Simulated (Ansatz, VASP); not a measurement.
**Sb in VASP and in Ansatz**

```
Sb
1.0
     2.16570    1.25037    3.80405
    -2.16570    1.25037    3.80405
     0.00000   -2.50074    3.80405
Sb
2
Direct
  0.23275 0.23275 0.23275
  0.76725 0.76725 0.76725
```

Alike in both runs: task relaxation of shape and atoms at fixed volume; functional PBE; k mesh 12 × 12 × 12; occupations gaussian, width 0.1 eV; no spin polarisation.

|  | VASP | Ansatz |
| --- | --- | --- |
| version | VASP 6.6.1 | Ansatz 0.2.0 |
| potentials or method | VASP PAW PBE potentials, release 64 (Sb) | scalar-relativistic, plane waves, PAW |
| plane-wave cutoff (eV) | 600 | 420 |
| valence electrons in the cell | 10 | 30 |

Ansatz gave:

```
gap on the k mesh at the Fermi level, each at its own relaxed structure (eV) : none
relaxed volume (Å³/atom)                                                     : 30.90
relaxed cell length with the largest relative difference (Å)                 : 4.533
energy change over the relaxation (meV/atom)                                 : -2
```

Question: Which values does VASP return?

Answer: gap on the k mesh at the Fermi level, each at its own relaxed structure (eV): none; relaxed volume (Å³/atom): 30.90; relaxed cell length with the largest relative difference (Å): 4.523; energy change over the relaxation (meV/atom): -3.

A gap of «none» marks a metal or a gap that the smearing closes. The two sets of potentials don't hold the same shells in valence.

Spin-orbit coupling is left out, which matters for the levels of Sb.
